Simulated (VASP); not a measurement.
# Ta (Im-3m) in VASP: notebook, part 2 of 2

VASP 6.6.1.

### Step 3. Relaxation of the atoms, PBE (a relaxed cell with its volume scaled by 1.04)

The input, INCAR:

```
SYSTEM = Ta
ALGO     = Normal         ! electronic algorithm
EDIFF    = 1E-7           ! SCF threshold, eV
EDIFFG   = -0.01          ! ionic threshold
ENCUT    = 300            ! plane-wave cutoff, eV
GGA      = PE             ! functional
IBRION   = 2              ! ionic algorithm
ISIF     = 2              ! what is computed and relaxed
ISMEAR   = 1              ! smearing method
LASPH    = .True.         ! aspherical terms in the spheres
LCHARG   = .False.        ! write CHGCAR
LREAL    = .False.        ! projectors in reciprocal space
LWAVE    = .False.        ! write WAVECAR
NELM     = 80             ! most SCF steps
NSW      = 40             ! ionic steps
PREC     = Accurate       ! precision mode
SIGMA    = 0.1            ! smearing width, eV
```

The input, KPOINTS:

```
k-points
0
Gamma
  8 8 8
  0 0 0
```

The input, POSCAR:

```
Ta                                      
1.0
   -1.6696539803      1.6696539803      1.6696539803
    1.6696539803     -1.6696539803      1.6696539803
    1.6696539803      1.6696539803     -1.6696539803
  Ta            
     1
Direct
     0.0000000000000000    0.0000000000000000    0.0000000000000000
```

Potentials or basis: VASP PAW PBE potentials, release 64 (Ta).

Started as:

```sh
> cat potpaw_PBE.64/Ta/POTCAR > POTCAR
> mpirun -np 1 vasp_std > vasp.out
```

OUTCAR:

```text
SYSTEM = Ta
   EDIFF = 1E-7
   EDIFFG = -0.01
   ENCUT = 300
   GGA = PE
   IBRION = 2
   ISIF = 2
   ISMEAR = 1
   LASPH = .True.
   LREAL = .False.
   NELM = 80
   NSW = 40
   PREC = Accurate

 ion  position               nearest neighbor table
   1  0.000  0.000  0.000-

  LATTYP: Found a body centered cubic cell.
 ALAT       =     3.3393079606

  Lattice vectors:

 A1 = (  -1.6696539803,   1.6696539803,   1.6696539803)
 A2 = (   1.6696539803,  -1.6696539803,   1.6696539803)
 A3 = (   1.6696539803,   1.6696539803,  -1.6696539803)

Analysis of symmetry for initial positions (statically):
=====================================================================
 Subroutine PRICEL returns:
 Original cell was already a primitive cell.

 Routine SETGRP: Setting up the symmetry group for a
 body centered cubic supercell.

 Subroutine GETGRP returns: Found 48 space group operations
 (whereof 48 operations were pure point group operations)
 out of a pool of 48 trial point group operations.

The static configuration has the point symmetry O_h .

Analysis of symmetry for dynamics (positions and initial velocities):
=====================================================================
 Subroutine PRICEL returns:
 Original cell was already a primitive cell.

 Routine SETGRP: Setting up the symmetry group for a
 body centered cubic supercell.

 Subroutine GETGRP returns: Found 48 space group operations
 (whereof 48 operations were pure point group operations)
 out of a pool of 48 trial point group operations.

The dynamic configuration has the point symmetry O_h .

 Subroutine INISYM returns: Found 48 space group operations
 (whereof 48 operations are pure point group operations),
 and found     1 'primitive' translations

----------------------------------------------------------------------------------------

                                     Primitive cell

  volume of cell :      18.6183

  direct lattice vectors                    reciprocal lattice vectors
    -1.669653980  1.669653980  1.669653980     0.000000000  0.299463246  0.299463246
     1.669653980 -1.669653980  1.669653980     0.299463246  0.000000000  0.299463246
     1.669653980  1.669653980 -1.669653980     0.299463246  0.299463246  0.000000000

  length of vectors
     2.891925525  2.891925525  2.891925525     0.423504983  0.423504983  0.423504983

  position of ions in fractional coordinates (direct lattice)
     0.000000000  0.000000000  0.000000000

  ion indices of the primitive-cell ions
   primitive index   ion index
                 1           1

----------------------------------------------------------------------------------------

 KPOINTS: k-points

Automatic generation of k-mesh.
 Grid dimensions read from file:
 generate k-points for:    8    8    8

 Generating k-lattice:

  Cartesian coordinates                     Fractional coordinates (reciprocal lattice)
     0.000000000  0.037432906  0.037432906     0.125000000  0.000000000  0.000000000
     0.037432906  0.000000000  0.037432906     0.000000000  0.125000000  0.000000000
     0.037432906  0.037432906  0.000000000     0.000000000  0.000000000  0.125000000

  Length of vectors
     0.052938123  0.052938123  0.052938123

  Shift w.r.t. Gamma in fractional coordinates (k-lattice)
     0.000000000  0.000000000  0.000000000

 Subroutine IBZKPT returns following result:
 ===========================================

 Found     29 irreducible k-points:

 Following reciprocal coordinates:
            Coordinates               Weight
  0.000000  0.000000  0.000000      1.000000
  0.125000  0.000000  0.000000     12.000000
  0.250000  0.000000  0.000000     12.000000
  0.375000  0.000000  0.000000     12.000000
  0.500000  0.000000  0.000000      6.000000
  0.125000  0.125000  0.000000     24.000000
[... 16 lines left out ...]
 -0.250000  0.250000  0.250000      6.000000
 -0.375000  0.375000  0.250000     24.000000
 [... further k-points ...]
   k-points           NKPTS =     29   k-points in BZ     NKDIM =     29   number of bands    NBANDS=      6
   number of dos      NEDOS =    301   number of ions     NIONS =      1
   total plane-waves  NPLWV =   4096
   dimension x,y,z NGX =    16 NGY =   16 NGZ =   16
   dimension x,y,z NGXF=    32 NGYF=   32 NGZF=   32
   ions per type =               1
   NGX,Y,Z   is equivalent  to a cutoff of   9.20,  9.20,  9.20 a.u.
   NGXF,Y,Z  is equivalent  to a cutoff of  18.40, 18.40, 18.40 a.u.
 SYSTEM =  Ta
   PREC   = accura    normal or accurate (medium, high low for compatibility)
   ISTART =      0    job   : 0-new  1-cont  2-samecut
   ICHARG =      2    charge: 1-file 2-atom 10-const
   ISPIN  =      1    spin polarized calculation?
   LNONCOLLINEAR =      F non collinear calculations
   LSORBIT =      F    spin-orbit coupling
   LASPH  =      T    aspherical Exc in radial PAW
   ENCUT  =  300.0 eV  22.05 Ry    4.70 a.u.   4.08  4.08  4.08*2*pi/ulx,y,z
   NELM   =     80;   NELMIN=  2; NELMDL= -5     # of ELM steps
   EDIFF  = 0.1E-06   stopping-criterion for ELM
   LREAL  =      F    real-space projection
   EDIFFG = -.1E-01   stopping-criterion for IOM
   NSW    =     40    number of steps for IOM
   IBRION =      2    ionic relax: 0-MD 1-quasi-New 2-CG
   NFREE  =      1    steps in history (QN), initial steepest desc. (CG)
   ISIF   =      2    stress and relaxation
   ISYM   =      2    0-nonsym 1-usesym 2-fastsym
   POTIM  = 0.5000    time-step for ionic-motion
   TEBEG  =    0.0;   TEEND  =   0.0 temperature during run
   PSTRESS=    0.0 pullay stress
   NELECT =       5.0000    total number of electrons
   NUPDOWN=      -1.0000    fix difference up-down
   EMIN   =  10.00;   EMAX   =-10.00  energy-range for DOS
   EFERMI =   0.00;   METHOD = LEGACY
   ISMEAR =     1;   SIGMA  =   0.10  broadening in eV -4-tet -1-fermi 0-gaus
   EFERMI_NEDOS =   21; number of points for ismear=-14 and -15
   IALGO  =     38    algorithm
   IMIX   =      4    mixing-type and parameters
     AMIX     =   0.40;   BMIX     =  1.00
     AMIX_MAG =   1.60;   BMIX_MAG =  1.00
  volume/ion in A,a.u.               =      18.62       125.64
  Fermi-wavevector in a.u.,A,eV,Ry     =   1.056213  1.995954 15.178480  1.115587
  Thomas-Fermi vector in A             =   2.191441
   LORBIT       =      0    0 simple, 1 ext, 2 COOP (PROOUT), +10 PAW based schemes
   GGA     = PE    functional components
   LHFCALC =     F    Hartree Fock is set to
   AEXX    =    0.0000 exact exchange contribution
   IVDW    =     0    specifies the selected vdW correction
   LEPSILON=     F    determine dielectric tensor
   LRPA    =     F    only Hartree local field effects (RPA)
 conjugate gradient relaxation of ions
 non-spin polarized calculation
 Methfessel and Paxton  Order N= 1 SIGMA  =   0.10
  energy-cutoff  :      300.00
  volume of cell :       18.62
 maximum number of plane-waves:       236
   NGX =  9   NGY =  9   NGZ =  9

 number of electron       5.0000000 magnetization

 Free energy of the ion-electron system (eV)
  ---------------------------------------------------
  ext. energy  EPLUGINS =         0.00000000
  ---------------------------------------------------
  free energy    TOTEN  =       -11.86737967 eV

  energy without entropy =      -11.86918108  energy(sigma->0) =      -11.86798014

 E-fermi :   5.5079     XC(G=0): -12.2357

 val. band max:        5.4198295277   @ k =   0.2500   0.0000   0.0000
 cond. band min:       5.5570641904   @ k =   0.5000   0.5000   0.1250
 fundamental gap:      0.1372346627
 Fermi energy:         5.5079363236

 k-point     1 :       0.0000    0.0000    0.0000
  band No.  band energies     occupation
      1      -2.3010      2.00000
      2       6.2248     -0.00000
      3       6.2248     -0.00000
      4       6.2248     -0.00000
      5       9.3741      0.00000
      6       9.3741      0.00000

 k-point     2 :       0.1250    0.0000    0.0000
  band No.  band energies     occupation
      1      -1.6618      2.00000
      2       5.8241     -0.00007
      3       6.0530     -0.00000
      4       6.8735     -0.00000
      5       8.8684      0.00000
      6       9.3880      0.00000
[... 190 lines left out ...]
 k-point    24 :      -0.3750    0.3750    0.2500
  band No.  band energies     occupation
      1       2.7139      2.00000
      2       3.6188      2.00000
      3       6.7287     -0.00000
      4       7.3846     -0.00000
      5      10.7158      0.00000
      6      10.7730      0.00000

 [... further k-points ...]

------------------------ aborting loop because EDIFF is reached ----------------------------------------

  FORCE on cell =-STRESS in cart. coord.  units (eV):
  Direction    XX          YY          ZZ          XY          YZ          ZX
  --------------------------------------------------------------------------------------
  -------------------------------------------------------------------------------------
  Total       -0.8823698     -0.8823698     -0.8823698      0.0000000      0.0000000      0.0000000
  in kB      -75.9314682    -75.9314682    -75.9314682      0.0000000      0.0000000      0.0000000
  external PRESSURE =     -75.9314682 kB  Pullay stress =       0.0000000 kB

 VOLUME and BASIS-vectors are now :
 -----------------------------------------------------------------------------
  energy-cutoff  :      300.00
  volume of cell :       18.62
      direct lattice vectors                 reciprocal lattice vectors
    -1.669653980  1.669653980  1.669653980     0.000000000  0.299463246  0.299463246
     1.669653980 -1.669653980  1.669653980     0.299463246  0.000000000  0.299463246
     1.669653980  1.669653980 -1.669653980     0.299463246  0.299463246  0.000000000

 POSITION                                       TOTAL-FORCE (eV/Angst)
 -----------------------------------------------------------------------------------
      0.00000      0.00000      0.00000         0.000000      0.000000     -0.000000
 -----------------------------------------------------------------------------------
    total drift:                                0.000000      0.000000     -0.000000

  FREE ENERGIE OF THE ION-ELECTRON SYSTEM (eV)
  ---------------------------------------------------
  free  energy   TOTEN  =       -11.8673796709 eV

  energy  without entropy=      -11.8691810828  energy(sigma->0) =      -11.86798014

 reached required accuracy - stopping structural energy minimisation
```

Wall time 1.2 s (1 thread of Intel Xeon 6975P-C (Granite Rapids), shared host); peak memory 0.11 GiB.

What came out:

| Item | Value |
| --- | --- |
| Free energy | -11.8674 eV |
| Pressure after relaxing | -7.6 GPa |
| Band gap on the k mesh | none (metal or under the smearing width) |

Final structure:
```
CELL_PARAMETERS angstrom
-1.66965 1.66965 1.66965
1.66965 -1.66965 1.66965
1.66965 1.66965 -1.66965
ATOMIC_POSITIONS crystal
Ta 0.00000 0.00000 0.00000
```

Caveat: the relaxation stopped at its first step, so nothing moved. The run has no spin-orbit coupling, so splittings on Ta are missing.

### Step 4. Relaxation of the atoms, PBE (a relaxed cell with its volume scaled by 1.06)

INCAR is that of step 3.

KPOINTS is that of step 3.

The input, POSCAR:

```
Ta                                      
1.0
   -1.6802890058      1.6802890058      1.6802890058
    1.6802890058     -1.6802890058      1.6802890058
    1.6802890058      1.6802890058     -1.6802890058
  Ta            
     1
Direct
     0.0000000000000000    0.0000000000000000    0.0000000000000000
```

Started as:

```sh
> cat potpaw_PBE.64/Ta/POTCAR > POTCAR
> mpirun -np 1 vasp_std > vasp.out
```

Run time: 1.2 s. Hardware: 1 thread of Intel Xeon 6975P-C (Granite Rapids), shared host; peak memory 0.11 GiB.

The run converged. Its results:

```
Free energy             : -11.8473 eV
Pressure after relaxing : -10.8 GPa
Band gap on the k mesh  : none (metal or under the smearing width)
```

Final structure:
```
CELL_PARAMETERS angstrom
-1.68029 1.68029 1.68029
1.68029 -1.68029 1.68029
1.68029 1.68029 -1.68029
ATOMIC_POSITIONS crystal
Ta 0.00000 0.00000 0.00000
```

Levels at points of the mesh, in eV from the Fermi level:
```
           k point  band 1  band 2  band 3  band 4  band 5
(0.00, 0.00, 0.00)   -7.73    0.71    0.71    0.71    3.80
(0.50, 0.00, 0.00)   -4.17   -1.41    1.34    3.65    4.61
(0.50, 0.50, 0.50)   -3.52   -3.52    6.39    6.39    6.39
```

Caveat: the relaxation stopped at its first step, so nothing moved. Spin-orbit coupling is left out, which matters for the levels of Ta.

### Step 5. The runs side by side

| cell | gap on the mesh (eV) | pressure (GPa) |
| --- | --- | --- |
| atoms relaxed from: a relaxed cell with its volume scaled by 1.02 | none | -4.0 |
| atoms relaxed from: a relaxed cell with its volume scaled by 1.04 | none | -7.6 |
| atoms relaxed from: a relaxed cell with its volume scaled by 1.06 | none | -10.8 |

Alike in all rows: task relaxation of the atoms; level PBE; potentials or basis VASP PAW PBE potentials, release 64 (Ta); no spin polarisation; k mesh 8 × 8 × 8; cutoff (eV) 300; smearing methfessel-paxton 0.1 eV.

Caveats: the relaxation stopped at its first step, so nothing moved.

Absolute energies hang on the potentials; compare differences alone.
